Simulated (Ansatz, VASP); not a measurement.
# Two plane-wave programs on AlN

```
Al N
1.0
     3.08862    0.00000    0.00000
    -1.54431    2.67482    0.00000
     0.00000    0.00000    5.53680
Al N
2 2
Direct
  0.33333 0.66667 0.00529
  0.66667 0.33333 0.50529
  0.33333 0.66667 0.37971
  0.66667 0.33333 0.87971
```

Alike in both runs: functional LDA; k mesh 9 × 9 × 6; occupations gaussian, width 0.05 eV; no spin polarisation.

Ansatz relaxed the structure, and its values are those at the end. VASP's run is a single point on that final structure, the one shown.

|  | VASP | Ansatz |
| --- | --- | --- |
| version | VASP 6.6.1 | Ansatz 0.2.0 |
| potentials or method | VASP PAW LDA potentials, release 64 (Al, N) | scalar-relativistic, plane waves, PAW |
| plane-wave cutoff (eV) | 520 | 520 |
| valence electrons in the cell | 16 | 16 |

VASP gave:

| Property | Result |
| --- | --- |
| gap on the k mesh at the Fermi level (eV) | 3.03 |
| least direct gap on the mesh (eV) | 3.03 |
| pressure (GPa) | -16.7 |
| rms of the force components (eV/Å) | 0.010 |

Q: Which values does Ansatz return?

A: gap on the k mesh at the Fermi level (eV): 3.03; least direct gap on the mesh (eV): 3.03; pressure (GPa): -17.1; rms of the force components (eV/Å): 0.005.

Ansatz warned: «pseudo_functional_mismatch».

Caveats: so large a pressure means that the cell lies far from this level's equilibrium, or that cutoff or potentials fall short (VASP). LDA gaps usually lie below the measured ones, often by a third to a half.
